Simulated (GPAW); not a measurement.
Crystal: Ag.

```
CELL_PARAMETERS angstrom
0.00000 2.04275 2.04275
2.04275 0.00000 2.04275
2.04275 2.04275 0.00000
ATOMIC_POSITIONS crystal
Ag 0.00000 0.00000 0.00000
```

| Item | Value |
| --- | --- |
| Program | GPAW 26.7.0 |
| Task | relaxation of cell and atoms |
| Functional | PBEsol |
| Dispersion | D3(BJ) |
| Potentials or basis | PAW data sets generated in the run's folder for this functional |
| Cutoff | 600 eV |
| Basis | pw |
| k mesh | 11 × 11 × 11 |
| Occupations | fermi-dirac, width 0.05 eV |
| Spin | no spin polarisation |

At the start: pressure -8.1 GPa; volume 17.05 Å³/atom.

Task: Where does the relaxation end?

Result: Over 4 steps the energy falls by 31.9 meV/atom and the volume is 15.91 Å³/atom (-6.7 %); space group Fm-3m (No. 225, to 0.05 Å).

Step by step:
```
step  energy change (eV)  largest force (eV/Å)  pressure (GPa)  volume (Å³)
   1              0.0000                0.0000           -8.11        17.05
   2             -0.0244                0.0000           -4.23        16.43
   3             -0.0318                0.0000            0.69        15.83
   4             -0.0319                0.0000           -0.04        15.91
```

Final structure:
```
CELL_PARAMETERS angstrom
0.00000 1.99607 1.99607
1.99607 0.00000 1.99607
1.99607 1.99607 0.00000
ATOMIC_POSITIONS crystal
Ag 0.00000 0.00000 0.00000
```

Caveat: later steps reuse the first step's grids; pairwise dispersion overbinds metals, which lowers pressure and volume.
